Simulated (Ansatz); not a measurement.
A run of Ansatz 0.2.0:

The input input.yaml:

```yaml
crystal:
  lattice:
    - [0.0, 3.06065, 3.06065]
    - [3.06065, 0.0, 3.06065]
    - [3.06065, 3.06065, 0.0]
  atoms:
    - { symbol: Pb, position: [0.0, 0.0, 0.0] }
    - { symbol: Se, position: [0.5, 0.5, 0.5] }
kpoints:
  mp_grid: { grid: [5, 5, 5] }
scf:
  occupations: { method: fermi_dirac, width: 0.02 }
hamiltonian:
  xc: pbe
  pseudopotentials: { kind: all_electron, lapw: { basis_error: 0.002 } }
output:
  forces: true
  stress: true
  eigenvalues: true
```

Potentials or basis: all-electron LAPW, scalar-relativistic.

Launch:

```bash
$ ansatz run input.yaml --threads 1 --pin off --max-ram 3072MiB --backend cpu --events-out ev --progress --plain --runs-dir out
```

Hardware: 1 thread of Arm Neoverse V2, on a shared host.

**Question.** How long does it take, and how much memory?

**Answer.** It took 3.2 s on 1 thread of Arm Neoverse V2, with other jobs on the host, peak memory 0.23 GiB. Counts: scf iterations 7, plane waves 283, k points 10, bands 36.
